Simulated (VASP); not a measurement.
A run of VASP 6.6.1:

INCAR

```
SYSTEM = CdTe
PREC = Accurate
ENCUT = 520
EDIFF = 1E-6
ISMEAR = -1
SIGMA = 0.04
LREAL = .FALSE.
LASPH = .TRUE.
NELM = 60
ALGO = Fast
ISIF = 2
LWAVE = .FALSE.
LCHARG = .TRUE.
GGA = PE
LELF = .TRUE.
LVHAR = .TRUE.
NBANDS = 16
```

KPOINTS

```
regular mesh
0
G
  4 4 4
  0 0 0
```

POSCAR

```
CdTe
1.0
    0.0000000000      3.2050000000      3.2050000000
    3.2050000000      0.0000000000      3.2050000000
    3.2050000000      3.2050000000      0.0000000000
Te Cd
1 1
Direct
    0.7500000000      0.7500000000      0.7500000000
    0.0000000000      0.0000000000      0.0000000000
```

Potentials or basis: VASP PAW PBE potentials, release 64 (Te, Cd).

Run with:

```console
$ cat potpaw_PBE.64/Te/POTCAR potpaw_PBE.64/Cd/POTCAR > POTCAR
$ mpirun -np 1 vasp_std > vasp.out
```

Hardware: 1 thread of AMD EPYC 7R43 64-Core Processor (Zen 3), with other jobs on the host.

Question: How long does it take, and how much memory?

Answer: Run time: 29 s on 1 thread of AMD EPYC 7R43 64-Core Processor (Zen 3), with other jobs on the host, peak memory 0.16 GiB. Counts: scf iterations 12, k points 8.
